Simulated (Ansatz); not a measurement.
# Stiffness of LiH from strained cells

```yaml
crystal:
  lattice:
    - [0.00000, 2.03250, 2.03250]
    - [2.03250, 0.00000, 2.03250]
    - [2.03250, 2.03250, 0.00000]
  atoms:
    - { symbol: Li, position: [0.00000, 0.00000, 0.00000] }
    - { symbol: H, position: [0.50000, 0.50000, 0.50000] }
```

Atom numbers follow the list: Li1, H2.

Conventional cell: a = 4.065 Å, b = 4.065 Å, c = 4.065 Å, α = 90.00°, β = 90.00°, γ = 90.00°. Around Li (atom 1) lie 6 H at 2.03 Å. Around H (atom 2) lie 6 Li at 2.03 Å.

The cell comes from COD entry 1010896, which wasn't checked; take it as a given geometry. It differs from other determinations.

Level of theory: DFT, LDA, all-electron LAPW, scalar-relativistic (Ansatz 0.2.0).

The runs use a Γ-centred 11×11×11 k mesh, Fermi–Dirac smearing of 0.03 eV, basis error target 1 meV/atom, no spin polarisation.

The unstrained cell is at -3.90 GPa. Large strains and very small stresses are left out. Each strain is applied once, with fractional coordinates held (clamped ions), and σ below is the change of stress, positive in tension. One finite strain gives stress–strain coefficients at this pressure with an error of the order of the strain times third-order constants, a few per cent for each per cent of strain.

**Question.** With equal xy, yz and zx engineering shear strains of -1 %, the run gives σxy = -0.45 GPa and γxy = 2εxy = -0.0100. Which stiffness follows?

**Answer.** C44 (clamped ions) = σxy/γxy = 45 GPa.

**Question.** With equal xy, yz and zx engineering shear strains of +1 %, the run gives σxy = 0.46 GPa and γxy = 2εxy = 0.0100. Which stiffness follows?

**Answer.** C44 (clamped ions) = σxy/γxy = 46 GPa.
